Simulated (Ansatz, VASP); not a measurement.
## SnSe2 in VASP and in Ansatz

```xyz
3
Lattice="3.8381 0.0000 0.0000 -1.9190 3.3239 0.0000 0.0000 0.0000 6.0147" Properties=species:S:1:pos:R:3 pbc="T T T"
Sn    0.0000    0.0000    0.0000
Se    0.0000    2.2159    1.5944
Se    1.9190    1.1080    4.4202
```

Alike in both runs: task relaxation of cell and atoms; functional LDA; k mesh 12 × 12 × 6; occupations gaussian, width 0.02 eV; no spin polarisation.

```csv
,VASP,Ansatz
version,VASP 6.6.1,Ansatz 0.2.0
potentials or method,"VASP PAW LDA potentials, release 64 (Sn_d, Se)","scalar-relativistic, plane waves, PAW"
plane-wave cutoff (eV),600,420
valence electrons in the cell,26,46
```

```tsv
	VASP	Ansatz	Ansatz less VASP
gap on the k mesh at the Fermi level, each at its own relaxed structure (eV)	0.17	0.18	+0.009
relaxed volume (Å³/atom)	24.63	24.59	-0.041
relaxed cell length with the largest relative difference (Å)	3.804	3.799	-0.0056
energy change over the relaxation (meV/atom)	-5	-6	-0.9
```

The two sets of potentials don't hold the same shells in valence.

Caveats: spin-orbit coupling is left out, which moves the levels of the heavy elements. LDA usually gives volumes a few per cent too small. Zero-point motion and thermal expansion aren't in these numbers.
